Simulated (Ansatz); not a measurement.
# Ga16P15N (quasi-random alloy, started on the GaP lattice) (I-43m): the gap up the ladder of methods, part 2 of 2

Wanted: a ladder of band gaps for Ga16P15N (quasi-random alloy, started on the GaP lattice) (I-43m), from density functionals to G0W0.

Ansatz 0.2.0; density functionals, hybrids and G0W0, plane waves, PAW. Known limits of the many-body steps: finite bands, screening cutoff and k mesh; no spin-orbit coupling in G0W0; d shells not analysed; screening cutoff under 40 eV in some runs.

So far. Step 4 (r2SCAN on the 4×4×4 mesh): Over mesh and listed points the gap is 1.398 eV, in a supercell, where edges may be folded. r2SCAN against LDA: 1.398 − 0.961 = +0.437 eV. The runs also differ in plane-wave cutoff (420 eV and 500 eV), so how much of this comes from the functional alone is not known. Step 5 (HSE06 on the 2×2×2 mesh): Over mesh and listed points the gap is 1.849 eV, in a supercell, where edges may be folded. HSE06 against LDA: 1.849 − 0.961 = +0.888 eV.

**6. G0W0@LDA, 2×2×2 mesh, 1077 empty bands, screening to 85 eV**

G0W0 replaces the xc potential by a self-energy built once from the orbitals of the start. Levels are corrected in the window of bands that the input names, at points of the mesh.

This step: G0W0 on LDA, plane waves, PAW.

input.yaml reads:

```yaml
crystal:
  lattice:
    - [-5.3297628509, 5.3297628509, -5.3297628509]
    - [5.3297628509, 5.3297628509, 5.3297628509]
    - [5.3297628509, -5.3297628509, -5.3297628509]
  atoms:
    - { symbol: Ga, position: [0.0023774915, -0.0027608072, 0.0] }
    - { symbol: Ga, position: [0.2527608072, 0.5027608072, 0.2551382986] }
    - { symbol: Ga, position: [0.5, -0.0027608072, 0.5023774915] }
    - { symbol: Ga, position: [0.7551382986, 0.5027608072, 0.7527608072] }
    - { symbol: Ga, position: [0.7472391928, 0.2523774915, 0.0] }
    - { symbol: Ga, position: [0.0023774915, 0.75, 0.2472391928] }
    - { symbol: Ga, position: [0.2448617014, 0.2476225085, 0.4976225085] }
    - { symbol: Ga, position: [0.5, 0.75, 0.7820947147] }
    - { symbol: Ga, position: [0.5, 0.5320947147, 0.0] }
    - { symbol: Ga, position: [0.7179052853, -0.0320947147, 0.2179052853] }
    - { symbol: Ga, position: [-0.0023774915, 0.4948617014, 0.4976225085] }
    - { symbol: Ga, position: [0.2527608072, 0.0051382986, 0.7527608072] }
    - { symbol: Ga, position: [0.2820947147, 0.75, 0.0] }
    - { symbol: Ga, position: [0.5, 0.2523774915, 0.2472391928] }
    - { symbol: Ga, position: [0.7472391928, 0.75, 0.5023774915] }
    - { symbol: Ga, position: [-0.0023774915, 0.2476225085, 0.7448617014] }
    - { symbol: P, position: [0.0, 0.25, 0.0] }
    - { symbol: P, position: [0.2548749376, 0.75, 0.2449427124] }
    - { symbol: P, position: [0.5, 0.25, 0.5] }
    - { symbol: P, position: [0.7449427124, 0.75, 0.7548749376] }
    - { symbol: P, position: [0.7449427124, 0.5048749376, 0.0] }
    - { symbol: P, position: [-0.0099322251, -0.0048749376, 0.2451250624] }
    - { symbol: P, position: [0.2550572876, 0.5050572876, 0.5099322251] }
    - { symbol: P, position: [0.5, -0.0050572876, 0.7548749376] }
    - { symbol: "N", position: [0.5, 0.75, 0.0] }
    - { symbol: P, position: [0.7451250624, 0.2400677749, 0.2451250624] }
    - { symbol: P, position: [0.0, 0.75, 0.5] }
    - { symbol: P, position: [0.2550572876, 0.2599322251, 0.7550572876] }
    - { symbol: P, position: [0.2548749376, -0.0050572876, 0.0] }
    - { symbol: P, position: [0.5, 0.5048749376, 0.2449427124] }
    - { symbol: P, position: [0.7451250624, -0.0048749376, 0.4900677749] }
    - { symbol: P, position: [0.0099322251, 0.5050572876, 0.7550572876] }
kpoints:
  mp_grid: { grid: [2, 2, 2] }
hamiltonian:
  xc: lda
scf:
  occupations: { method: fixed }
gw:
  n_empty_bands: 1077
  ecut_chi: 85.0
  qp_bands: [v4, c4]
  qp_kpoints: band_edges
  screening: { model: contour_deformation }
```

Started as:

```bash
ansatz run input.yaml --threads 3 --pin off --max-ram 92160MiB --backend cuda --events-out ev --progress --plain --runs-dir out --devices 1 --max-vram 13GiB  # rebuilt from the run's record
```

Numbers of over 12 decimals in the logs are rounded to 6 here.

Output:

```text
GPUs: using 1 of 1 available (devices: 1).
[...]
GPU FFT provider: cuFFT
GPU libraries: cuBLAS 13.8.2, cuFFT 12.4.0, cuSOLVER 12.3.4
Crystal: 32 atoms, lattice volume = 605.597 Å³
Basis set: ecut = 420 eV, 11849 PW (Γ)
Bands: 176, of which v1, the nominal top of the filled ones, is band 144 counted from 1 (143 counted from 0)
Symmetry: 24 space group operations
[...]
k-points: 3 of 8
[...]
1   148      9.8133    -9.2394    -3.9733   -13.8035  0.7661    10.4182    10.4041  root
[...]
2   145      8.5243    -9.5673    -3.7529   -13.9023  0.7732     9.1192     9.1064  root
     2   146      9.2769    -9.4411    -3.9768   -14.0529  0.7729     9.9290     9.9119  root
     2   147      9.2769    -9.4411    -3.9768   -14.0529  0.7729     9.9290     9.9119  root
     2   148      9.2769    -9.4411    -3.9768   -14.0529  0.7729     9.9290     9.9119  root
[key lines of the parts left out:]
SCF converged after 8 iterations
Free energy (F): -70587.435904 eV
Fermi energy:    7.476007 eV
```

Run time: 28 s. Hardware: 1 × NVIDIA H100 80GB HBM3 (shared by 6 runs) with 3 threads of AMD EPYC 7R13 (Zen 3), shared host; peak memory 3 GiB.

Numbers from this step:

```yaml
bands_summed: 1221
rpa_eps_infinity_on_this_mesh_eigenvalues: 13.33, 13.33, 13.33
plane_waves_in_the_screening_matrix: 1061
g0w0_gap_over_the_corrected_points: 1.654 eV
k_of_the_valence_top: 0, 0, 0
k_of_the_conduction_bottom: 0, 0, 0
starting_gap_on_the_mesh: 0.9588 eV
z_at_the_valence_top: 0.7566
z_at_the_conduction_bottom: 0.7743
least_direct_g0w0_gap_over_the_corrected_points: 1.654 eV
```

Over all 3 irreducible mesh points the G0W0 gap is 1.654 eV, in a supercell, where edges may be folded. The LDA gap of this run on the mesh is 0.959 eV. The two states that bound the G0W0 gap lie that far apart at the start, so the correction of the gap is 1.654 − 0.959 = +0.695 eV. The program's warnings for this run: eigensolver not converged.

**7. All levels together**

Each gap is the least one over the points named; times are wall times on shared hosts, not benchmarks. A G0W0 time includes the run's own self-consistent start. Runs with listed points see these and the mesh alone, so an edge that moves elsewhere is missed. Rows marked * are further runs, not shown as steps, whose inputs differ from the G0W0 step on the same start in the columns given; solver thresholds can differ too. Rows marked ? have an edge level that the program doubts.

```csv
level,mesh,"files, cutoff","bands summed, screening",points,gap (eV),valence top,conduction bottom,least direct gap (eV),time
LDA,4×4×4,"soft_2 PAW, 420 eV",-,mesh and path,0.961,Γ,Γ,0.961,9.5 s
LDA+SOC,4×4×4,"soft_2 PAW, 420 eV",-,mesh and listed points,0.934,Γ,Γ,0.934,10 s
r2SCAN,4×4×4,"soft_2 PAW, 500 eV",-,mesh and listed points,1.398,Γ,Γ,1.398,9.1 s
HSE06,2×2×2,"soft_2 PAW, 420 eV",-,mesh and listed points,1.849,Γ,Γ,1.849,81 s
G0W0@LDA*?,2×2×2,"soft_2 PAW, 420 eV","416, 34 eV",all 3 irreducible mesh points,1.437,Γ,Γ,1.437,14 s
G0W0@LDA,2×2×2,"soft_2 PAW, 420 eV","1221, 85 eV",all 3 irreducible mesh points,1.654,Γ,Γ,1.654,28 s
```

**8. Summary of results**

| Property | Result |
| --- | --- |
| LDA, over mesh and path | 0.961 eV |
| LDA+SOC, over mesh and listed points | 0.934 eV |
| r2SCAN, over mesh and listed points | 1.398 eV |
| HSE06, over mesh and listed points | 1.849 eV |
| G0W0@LDA (1221 bands, 2×2×2), over all 3 irreducible mesh points | 1.654 eV |
| known limits | finite bands, screening cutoff and k mesh; no spin-orbit coupling in G0W0; d shells not analysed; screening cutoff under 40 eV in some runs |

The rows run from 0.934 eV (LDA+SOC) to 1.849 eV (HSE06). They differ in mesh, plane-wave cutoff, bands and screening cutoff of G0W0 and the points over which the gap was sought as well as in level, so only pairs that share these are like for like. LDA+SOC against LDA: 0.934 − 0.961 = −0.027 eV, with the same mesh, set of files (read in its fully relativistic form for the spin-orbit run) and cutoff, and both edges at the same k points. The spin-orbit run sees mesh and listed points alone, so its gap is an upper bound: the coupling can move an edge off these points, the more so as this crystal has no centre of inversion, and the change over the zone, its sign included where it is small, is not known. G0W0@LDA (1221 bands, 2×2×2) moves the gap of its own start on the mesh by 1.654 − 0.959 = +0.695 eV, between the same two levels. No level off the mesh was corrected, so the G0W0 gap over the whole zone is not known from these runs. What spin-orbit coupling does to the G0W0 levels was not computed, so no sum with the G0W0 gap is formed. For G0W0@LDA: from 416 bands and 34 eV to 1221 bands and 85 eV the gap moves by 1.654 − 1.437 = +0.217 eV; bands and screening cutoff rise together, so their parts are not told apart. Two runs can't test a law of convergence, so the limit is not known. For G0W0@LDA (1221 bands, 2×2×2): the program's warnings for this run: eigensolver not converged. The G0W0 runs are scalar-relativistic. One-shot GW is known to converge slowly in bands for compounds with shallow d shells. The cell holds Ga; the filling of the d shell and its place against the gap were not analysed here. No pair of G0W0 runs that differ in the mesh alone is shown (2×2×2 is a supercell whose nearest images lie 18 Å apart), so the error from the mesh is not known here. G0W0 is shown with one set of atomic data (soft_2 PAW), so the error from the files is not known here. A screening cutoff under 40 eV is crude: G0W0@LDA with 416 bands at 34 eV.

[Paths, hosts, dates, memory and timing lines, banners, echoed tables and standing remarks are left out of the program output.]

[Logs are printed without paths, hosts, clocks, repeated set-up lines and the standing remarks that a program may print on its own settings, such as how far it seeks lower states.]

[Runs of the session that timed out or met a known fault of the program may be left out.]

[Cells called generated may have been cut or substituted from an entry of the Crystallography Open Database or the Materials Project.]

[Hosts, paths, dates, database ids (printed as entryN), source tags and the programs' standing remarks are cut or masked in the printed files.]

[Where an RPA ε∞ is given, it is that of the G0W0 mesh and is not shown converged in it. Names of k-points follow the symmetry that the program found, which can be lower than the space group named. Band edges on a path are those of the sampled points; other points can move an edge, and change direct to indirect where valleys lie close.]

[Hybrid gaps are those of their k-mesh and are not shown converged in it.]
